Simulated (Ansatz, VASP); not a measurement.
One calculation of RbBr, two programs

```
Rb Br
1.0
     3.57417    0.00000    0.00000
     0.00000    3.57417    0.00000
     0.00000    0.00000    3.57417
Rb Br
1 1
Direct
  0.00000 0.00000 0.00000
  0.50000 0.50000 0.50000
```

Change from the starting cell: volume scaled by 0.65, LAPW.

Alike in both runs: task single point; functional PBEsol; k mesh 7 × 7 × 7; occupations fermi-dirac, width 0.03 eV; no spin polarisation.

```csv
,VASP,Ansatz
version,VASP 6.6.1,Ansatz 0.2.0
potentials or method,"VASP PAW PBE potentials, release 64 (Rb_sv, Br), cutoff 520 eV","all-electron LAPW, scalar-relativistic"
```

```csv
,VASP,Ansatz,Ansatz less VASP
gap on the k mesh at the Fermi level (eV),4.46,4.47,+0.018
pressure (GPa),18.4,18.0,-0.35
```

Ansatz ran all-electron here, so the differences hold the error of VASP's frozen core and of both bases.

Caveats: so large a pressure means that the cell lies far from this level's equilibrium, or that cutoff or potentials fall short (VASP); the potentials were made for another functional, which shifts forces and pressure (VASP); an odd mesh through Γ misses points on the zone boundary, where band edges often lie.
